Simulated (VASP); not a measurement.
Tl: density of states with PBE

The system is Tl.

```xyz
2
Lattice="3.6455 0.0000 0.0000 -1.8227 3.1571 0.0000 0.0000 0.0000 5.4816" Properties=species:S:1:pos:R:3 pbc="T T T"
Tl    0.0000    2.1047    4.1112
Tl    1.8227    1.0524    1.3704
```

| Quantity | Value |
| --- | --- |
| Program | VASP 6.6.1 |
| Task | density of states |
| Functional | PBE |
| Potentials or basis | VASP PAW PBE potentials, release 64 (Tl_d) |
| Cutoff | 520 eV |
| k mesh | 14 × 14 × 8 |
| Occupations | gaussian, width 0.05 eV |
| Spin | no spin polarisation |
| Dipole correction | no |
| k mesh for the DOS | 21 × 21 × 12 |
| Occupations for the DOS | tetrahedron |
| Further INCAR settings | ALGO = Fast; EDIFF = 1e-07 |

```json
{"Valence electrons inside the program's atomic spheres": "Tl 11.18"}
```

Levels at points of the mesh, in eV from the Fermi level:
```csv
k point,band 11,band 12,band 13,band 14,band 15,band 16
"(0.00, 0.00, 0.00)",-9.45,-4.64,-2.28,6.64,6.64,8.69
"(0.00, 0.00, 0.50)",-8.04,-8.04,3.80,3.80,7.65,7.65
```

States per cell in windows of 1 eV (zero at the Fermi level; states under -8 eV left out):
```csv
from (eV),total,Tl1_p,Tl2_p,Tl1_s,Tl2_s,Tl1_d,Tl2_d
-8.0,0.50,0.01,0.01,0.12,0.12,0.01,0.01
-7.0,0.73,0.01,0.01,0.18,0.18,0.01,0.01
-6.0,0.93,0.02,0.02,0.26,0.26,0.01,0.01
-5.0,1.31,0.01,0.01,0.41,0.41,0.02,0.02
-4.0,0.10,0.00,0.00,0.03,0.03,0.00,0.00
-3.0,0.03,0.00,0.00,0.00,0.00,0.00,0.00
-2.0,0.74,0.11,0.11,0.02,0.02,0.01,0.01
-1.0,1.21,0.18,0.18,0.05,0.05,0.01,0.01
0.0,1.00,0.15,0.15,0.05,0.05,0.01,0.01
1.0,1.16,0.18,0.18,0.04,0.04,0.02,0.02
2.0,1.13,0.19,0.19,0.03,0.03,0.02,0.02
3.0,1.23,0.22,0.22,0.03,0.03,0.03,0.03
4.0,1.28,0.23,0.23,0.02,0.02,0.03,0.03
5.0,1.09,0.21,0.21,0.02,0.02,0.03,0.03
6.0,0.65,0.14,0.14,0.01,0.01,0.01,0.01
7.0,0.32,0.07,0.07,0.00,0.00,0.01,0.01
```

It took 2.7 min on 1 thread of Intel(R) Xeon(R) Platinum 8488C (Sapphire Rapids), with other jobs on the host, peak memory 0.39 GiB.

 Spin-orbit coupling is left out, which matters for the levels of Tl.
